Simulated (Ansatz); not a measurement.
Stability checks on a candidate for FePt

The cell was reached from a generator's guess, though it ends in a space group that the Crystallography Open Database lists for this formula.

All numbers below come from Ansatz, DFT PBE, scalar-relativistic, plane waves, PAW. Settings of the last relaxation (2-atom cell): 420 eV, 20×20×14 k points, Gaussian smearing of 0.10 eV, collinear spin.

```
Fe Pt
1.0
     2.72910    0.00000    0.00000
     0.00000    2.72910    0.00000
     0.00000    0.00000    3.76523
Fe Pt
1 1
Cartesian
  0.0000 0.0000 0.0000
  1.3646 1.3646 1.8826
```

Formation energies are uncorrected and refer to the elements' standard structures at the same level.

Q: These tests were run: energy against the elements; random kick, then relaxation without symmetry; phonons at Γ. What do they show?

A:

```csv
test,result
energy against the elements,−0.23 eV/atom
"random kick, then relaxation without symmetry",returns
phonons at Γ,lowest optical mode 157 cm⁻¹
```

It fails none of these tests. Whether a mixture of other phases lies lower isn't tested here. Phonons away from Γ weren't computed.

These runs have no spin–orbit coupling, which can matter for Pt. Another magnetic order may lie lower. The kick test ran on a coarse mesh. The run for the phonons used a 20×20×14 k mesh and Gaussian smearing of 0.20 eV. The cell carries site moments Fe 3.0; Pt 0.4 μB.
